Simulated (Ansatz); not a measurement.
CaO:

```xyz
2
Lattice="0.0000 2.4036 2.4036 2.4036 0.0000 2.4036 2.4036 2.4036 0.0000" Properties=species:S:1:pos:R:3 pbc="T T T"
Ca    0.0000    0.0000    0.0000
O     2.4036    2.4036    2.4036
```

The cell is a database's computed one.

Program: Ansatz 0.2.0. Alike in all runs: task band structure; potentials or basis all-electron LAPW, scalar-relativistic; no spin polarisation; cell as given; k mesh 10 × 10 × 10; smearing fermi-dirac 0.05 eV; basis error allowed 0.001 eV/atom.

Task: Order these runs on this cell by their pressure, lowest first.
A. level RPBE; cutoff (eV) 246
B. level PBEsol; cutoff (eV) 246
C. level PBE; cutoff (eV) 246
D. level LDA; cutoff (eV) 245

Result: D (-7.0 GPa), B (-2.7 GPa), C (1.6 GPa), A (5.4 GPa).
